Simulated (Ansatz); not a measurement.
**BP in Ansatz: convergence with k mesh**

Input of the first run (k mesh 3 × 3 × 3); the others differ in this setting and in those tied to it:

Contents of input.yaml:

```yaml
crystal:
  lattice:
    - [0.0, 2.269, 2.269]
    - [2.269, 0.0, 2.269]
    - [2.269, 2.269, 0.0]
  atoms:
    - { symbol: P, position: [0.75, 0.75, 0.75] }
    - { symbol: B, position: [0.0, 0.0, 0.0] }
hamiltonian:
  xc: pbe
  pseudopotentials: { kind: nc, source: spms }
kpoints:
  mp_grid: { grid: [3, 3, 3] }
scf:
  occupations: { method: gaussian, width: 0.05 }
output:
  forces: true
  stress: true
  eigenvalues: true
```

Potentials or basis: SPMS NC.

Run with:

```console
$ ansatz run input.yaml --threads 2 --pin off --max-ram 5632MiB --backend cpu --events-out ev --progress --plain --runs-dir out
```

Hardware: 2 threads of Intel(R) Xeon(R) Processor @ 2.50GHz (Skylake/Cascade Lake) (shared host).

Question: The values tried are 3 × 3 × 3, 4 × 4 × 4, 5 × 5 × 5, 6 × 6 × 6, 7 × 7 × 7, 9 × 9 × 9, 11 × 11 × 11, 14 × 14 × 14, 16 × 16 × 16, loosest first. From which on does the gap on the mesh stay within 0.01 eV of the tightest run that finished?

Answer: From 14 × 14 × 14 on.

```csv
k mesh,"energy less the tightest run, at zero smearing (meV/atom)",pressure (GPa),gap on the mesh (eV),SCF cycles,CPU time (s),peak memory (GiB)
3 × 3 × 3,311.95,4.51,1.344,7,0.85,0.26
4 × 4 × 4,85.53,2.02,1.326,7,1.3,0.26
5 × 5 × 5,26.23,1.30,1.244,7,1.4,0.26
6 × 6 × 6,8.66,1.06,1.344,7,1.7,0.27
7 × 7 × 7,2.99,0.98,1.251,7,2.2,0.27
9 × 9 × 9,0.40,0.94,1.268,7,3,0.29
11 × 11 × 11,0.06,0.93,1.283,7,4.7,0.3
14 × 14 × 14,0.00,0.93,1.252,7,8.4,0.34
16 × 16 × 16,0.00,0.93,1.260,7,10,0.35
```

Against the tightest run, the energy stays within 1 meV/atom from 9 × 9 × 9 on; the pressure stays within 0.1 GPa from 7 × 7 × 7 on. Meshes of other sizes hit other points, so gaps and Fermi surfaces needn't settle smoothly. The tightest run that finished is the yardstick and may itself not be fully converged.
